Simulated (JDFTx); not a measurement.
# GaSb (F-43m) in JDFTx: single point with PBEsol

Aim: the single point of GaSb with PBEsol.

All numbers are computed with JDFTx 1.7.0 (patched build); they aren't measurements. Logs are shortened: lines on timing, memory, paths and dates and some standing lists are left out, and cuts for length are marked. The log counts tension as positive stress, the text compression.

**Experimental background.**

A printed reference work, data compilation reports, for a bulk crystal of GaSb at 4.2 K: band gap 0.811 eV (direct).

The results are compared with them further down.

### Step 1. The crystal as given

The structure is cubic, space group F-43m (No. 216). Conventional cell: a = 6.118 Å, b = 6.118 Å, c = 6.118 Å, α = 90.00°, β = 90.00°, γ = 90.00°. Sb (site symmetry -43m) has 4 Ga at 2.65 Å as nearest neighbours. Around Ga (site symmetry -43m) lie 4 Sb at 2.65 Å.

### Step 2. Single point, PBEsol

GaSb.in reads:

```
lattice \
    0.0000000000     5.7806722152     5.7806722152 \
    5.7806722152     0.0000000000     5.7806722152 \
    5.7806722152     5.7806722152     0.0000000000
coords-type Cartesian
ion Sb     8.6710083228     8.6710083228     8.6710083228 1
ion Ga     0.0000000000     0.0000000000     0.0000000000 1

ion-species pseudo/Sb.upf
ion-species pseudo/Ga.upf
elec-cutoff 40 320
elec-ex-corr gga-PBEsol
kpoint-folding 8 8 8
elec-smearing Fermi 0.0018374661
elec-n-bands 21
electronic-SCF nIterations 100 energyDiffThreshold 1e-09
electronic-minimize nIterations 30 energyDiffThreshold 1e-7
converge-empty-states yes
forces-output-coords Cartesian

dump-name run.$VAR
dump End Ecomponents EigStats BandEigs Kpoints Forces Stress ElecDensity
```

Potentials or basis: PseudoDojo-SR-PBEsol-0.4.1-standard.

Launch:

```console
$ jdftx -c 1 -i GaSb.in -o GaSb.out
```

What it wrote:

```text
*************** JDFTx 1.7.0 (patched build) ***************

Input parsed successfully to the following command list (including defaults):
[... the input with its defaults ...]

---------- Setting up symmetries ----------

Found 48 point-group symmetries of the bravais lattice
Found 24 space-group symmetries with basis
Applied RMS atom displacement 3.49684e-16 bohrs to make symmetries exact.

---------- Initializing the Grid ----------
R =
[            0      5.78067      5.78067  ]
[      5.78067            0      5.78067  ]
[      5.78067      5.78067            0  ]
unit cell volume = 386.336
G =
[  -0.543465   0.543465   0.543465  ]
[   0.543465  -0.543465   0.543465  ]
[   0.543465   0.543465  -0.543465  ]
Minimum fftbox size, Smin = [  68  68  68  ]
Chosen fftbox size, S = [  70  70  70  ]

---------- Initializing tighter grid for wavefunction operations ----------
R =
[            0      5.78067      5.78067  ]
[      5.78067            0      5.78067  ]
[      5.78067      5.78067            0  ]
unit cell volume = 386.336
G =
[  -0.543465   0.543465   0.543465  ]
[   0.543465  -0.543465   0.543465  ]
[   0.543465   0.543465  -0.543465  ]
Minimum fftbox size, Smin = [  48  48  48  ]
Chosen fftbox size, S = [  48  48  48  ]

---------- Exchange Correlation functional ----------
Initalized PBEsol GGA exchange.
Initalized PBEsol GGA correlation.

---------- Setting up pseudopotentials ----------
Width of ionic core gaussian charges (only for fluid interactions / plotting) set to 0

Reading pseudopotential file 'pseudo/Sb.upf':
  'Sb' pseudopotential, 'PBESOL' functional
  Generated using ONCVPSP code by D. R. Hamann
  15 valence electrons, 3 orbitals, 6 projectors, 1001 radial grid points, with lMax = 2
    4D    l: 2   occupation: 10.0   eigenvalue: -1.229265
    5S    l: 0   occupation:  2.0   eigenvalue: -0.473197
    5P    l: 1   occupation:  3.0   eigenvalue: -0.178030
  Core radius for overlap checks: 2.05 bohrs.

Reading pseudopotential file 'pseudo/Ga.upf':
  'Ga' pseudopotential, 'PBESOL' functional
  Generated using ONCVPSP code by D. R. Hamann
  13 valence electrons, 3 orbitals, 6 projectors, 1001 radial grid points, with lMax = 2
    3D    l: 2   occupation: 10.0   eigenvalue: -0.704192
    4S    l: 0   occupation:  2.0   eigenvalue: -0.329374
    4P    l: 1   occupation:  1.0   eigenvalue: -0.094479
  Core radius for overlap checks: 1.84 bohrs.

Initialized 2 species with 2 total atoms.

Folded 1 k-points by 8x8x8 to 512 k-points.

---------- Setting up k-points, bands, fillings ----------
Adding inversion symmetry to k-mesh for non-inversion-symmetric unit cell.
Reduced to 29 k-points under symmetry.
Computing the number of bands and number of electrons
Calculating initial fillings.
nElectrons:  28.000000   nBands: 21   nStates: 29

----- Setting up reduced wavefunction bases (one per k-point) -----
average nbasis = 4667.889 , ideal nbasis = 4668.195

---------- Setting up ewald sum ----------
Optimum gaussian width for ewald sums = 2.625481 bohr.
Real space sum over 1331 unit cells with max indices [  5  5  5  ]
Reciprocal space sum over 2197 terms with max indices [  6  6  6  ]

---------- Allocating electronic variables ----------
Initializing wave functions:  linear combination of atomic orbitals
Note: number of bands (21) exceeds available atomic orbitals (18)
Sb pseudo-atom occupations:   s ( 2 )  p ( 3 )  d ( 10 )
Ga pseudo-atom occupations:   s ( 2 )  p ( 1 )  d ( 10 )
	FillingsUpdate:  mu: +0.305057697  nElectrons: 28.000000
LCAOMinimize: Iter:   0  F: -147.4629830013865046  |grad|_K:  4.646e-04  alpha:  1.000e+00
	FillingsUpdate:  mu: +0.303797857  nElectrons: 28.000000
LCAOMinimize: Iter:   1  F: -147.4636921493541024  |grad|_K:  3.584e-05  alpha:  5.116e-01  linmin: -5.052e-03  cgtest:  2.846e-02
	FillingsUpdate:  mu: +0.304000800  nElectrons: 28.000000
LCAOMinimize: Iter:   2  F: -147.4636994187343078  |grad|_K:  2.050e-06  alpha:  8.814e-01  linmin: -1.261e-02  cgtest:  1.046e-01
LCAOMinimize: Encountered beta<0, resetting CG.
	FillingsUpdate:  mu: +0.303992633  nElectrons: 28.000000
LCAOMinimize: Iter:   3  F: -147.4636994382766204  |grad|_K:  6.925e-07  alpha:  7.275e-01  linmin: -8.146e-07  cgtest:  1.041e-04
	FillingsUpdate:  mu: +0.303993367  nElectrons: 28.000000
LCAOMinimize: Iter:   4  F: -147.4636994403670940  |grad|_K:  2.368e-08  alpha:  6.818e-01  linmin:  3.096e-04  cgtest: -3.901e-03
LCAOMinimize: Converged (|Delta F|<1.000000e-06 for 2 iters).

-------- Electronic minimization -----------
Will mix electronic density at each iteration.
	FillingsUpdate:  mu: +0.303993367  nElectrons: 28.000000
	FillingsUpdate:  mu: +0.294882587  nElectrons: 28.000000
SCF: Cycle:  0   F: -147.498968786707337   dF: -3.527e-02   |Residual|: 4.252e-02   |deigs|: 1.662e-01
	FillingsUpdate:  mu: +0.297476412  nElectrons: 28.000000
SCF: Cycle:  1   F: -147.499710656322065   dF: -7.419e-04   |Residual|: 2.348e-02   |deigs|: 5.127e-03
	FillingsUpdate:  mu: +0.301506886  nElectrons: 28.000000
SCF: Cycle:  2   F: -147.499904154740477   dF: -1.935e-04   |Residual|: 4.011e-03   |deigs|: 3.746e-03
	FillingsUpdate:  mu: +0.302106941  nElectrons: 28.000000
SCF: Cycle:  3   F: -147.499914045686268   dF: -9.891e-06   |Residual|: 1.406e-03   |deigs|: 1.280e-03
	FillingsUpdate:  mu: +0.302479894  nElectrons: 28.000000
SCF: Cycle:  4   F: -147.499915746671235   dF: -1.701e-06   |Residual|: 6.414e-04   |deigs|: 4.964e-04
	FillingsUpdate:  mu: +0.302504801  nElectrons: 28.000000
SCF: Cycle:  5   F: -147.499916049421387   dF: -3.028e-07   |Residual|: 1.358e-04   |deigs|: 2.327e-04
	FillingsUpdate:  mu: +0.302538767  nElectrons: 28.000000
SCF: Cycle:  6   F: -147.499916132043325   dF: -8.262e-08   |Residual|: 4.781e-05   |deigs|: 2.070e-04
	FillingsUpdate:  mu: +0.302540721  nElectrons: 28.000000
SCF: Cycle:  7   F: -147.499916156076779   dF: -2.403e-08   |Residual|: 1.497e-05   |deigs|: 1.730e-04
	FillingsUpdate:  mu: +0.302539182  nElectrons: 28.000000
SCF: Cycle:  8   F: -147.499916163913042   dF: -7.836e-09   |Residual|: 1.036e-05   |deigs|: 1.661e-04
	FillingsUpdate:  mu: +0.302537809  nElectrons: 28.000000
SCF: Cycle:  9   F: -147.499916167075952   dF: -3.163e-09   |Residual|: 5.366e-06   |deigs|: 1.671e-04
	FillingsUpdate:  mu: +0.302538592  nElectrons: 28.000000
SCF: Cycle: 10   F: -147.499916168188037   dF: -1.112e-09   |Residual|: 4.279e-06   |deigs|: 3.630e-04
	FillingsUpdate:  mu: +0.302538643  nElectrons: 28.000000
SCF: Cycle: 11   F: -147.499916168770852   dF: -5.828e-10   |Residual|: 1.036e-06   |deigs|: 4.878e-05
	FillingsUpdate:  mu: +0.302538607  nElectrons: 28.000000
SCF: Cycle: 12   F: -147.499916168917679   dF: -1.468e-10   |Residual|: 4.174e-07   |deigs|: 1.325e-05
SCF: Converged (|Delta E|<1.000000e-09 for 2 iters).

Setting wave functions to eigenvectors of Hamiltonian
Converging empty states (this may take a while): |deigs|: 1.252e-04

# Stress tensor in Cartesian coordinates [Eh/a0^3]:
[  5.52904e-06            0            0  ]
[            0  5.52904e-06            0  ]
[            0            0  5.52904e-06  ]

# Ionic positions in cartesian coordinates:
ion Sb   8.671008322800001   8.671008322800001   8.671008322800001 1
ion Ga  -0.000000000000000   0.000000000000000   0.000000000000000 1

# Forces in Cartesian coordinates:
force Sb  -0.000000000000000  -0.000000000000000  -0.000000000000000 1
force Ga  -0.000000000000000  -0.000000000000000   0.000000000000000 1

# Energy components:
   Eewald =      -91.6498378830169855
       EH =       50.4208474031176266
     Eloc =     -141.2669977521887859
      Enl =      -57.1648003023053164
      Exc =      -43.2098735993436378
 Exc_core =       19.6433504222090392
       KE =      115.7274144655573878
-------------------------------------
     Etot =     -147.4998972459706579
       TS =        0.0000189229470285
-------------------------------------
        F =     -147.4999161689176788

IonicMinimize: Iter:   0  F: -147.499916168917679  |grad|_K:       -nan
IonicMinimize: None of the convergence criteria satisfied after 0 iterations.

#--- Lowdin population analysis ---
# oxidation-state Sb +0.295
# oxidation-state Ga -0.259

Dumping 'run.eigStats' ...
	eMin: -0.756349 at state 20 ( [ +0.000000 +0.500000 +0.500000 ] spin 0 )
	HOMO: +0.300638 at state 0 ( [ +0.000000 +0.000000 +0.000000 ] spin 0 )
	mu  : +0.302539
	LUMO: +0.313431 at state 4 ( [ +0.000000 +0.000000 +0.500000 ] spin 0 )
	eMax: +0.747472 at state 19 ( [ +0.000000 +0.375000 -0.375000 ] spin 0 )
	HOMO-LUMO gap: +0.012793
	Optical gap  : +0.045920 at state 1 ( [ +0.000000 +0.000000 +0.125000 ] spin 0 )
Done!
[note: the HOMO, LUMO and gaps printed at the end count levels as full or empty at half filling, so they show a gap where a level is partly filled]
```

Wall time 2.6 min (1 thread of AMD EPYC 7R43 (Zen 3), shared host); peak memory 0.19 GiB.

Results:

```yaml
Free_energy: -4013.6772 eV
Pressure: -0.2 GPa
Band_gap_on_the_k_mesh: none (metal or under the smearing width)
Loewdin_charges: Sb +0.29; Ga -0.26 e
```

Caveat: this crystal is a semiconductor, whose small gap the functional closes, so the metal is an error of the method. The run has no spin-orbit coupling, so splittings on Sb are missing.

### Step 3. The reference run

An earlier run on the cell as given: functional PBE; potentials or basis PseudoDojo-SR-PBE-0.5-standard; cutoff 1088 eV; density cutoff 4354 eV; k mesh 8 × 8 × 8; occupations fermi-dirac, width 0.05 eV; no spin polarisation.

- Pressure: 2.3 GPa
- Band gap on the k mesh: none (metal or under the smearing width)
- Loewdin charges: Sb +0.28; Ga -0.25 e

### Step 4. How close it comes

Step 2. A measured gap of GaSb is 0.811 eV (direct; 4.2 K; a printed reference work, data compilation); the calculated 0.00 eV misses it by -0.81 eV. Spin-orbit coupling on Ga, Sb is left out. The value is that of PBEsol on a finite k mesh, which can miss the band edges, without temperature or zero-point motion. Semilocal functionals fall short of measured gaps as a rule.
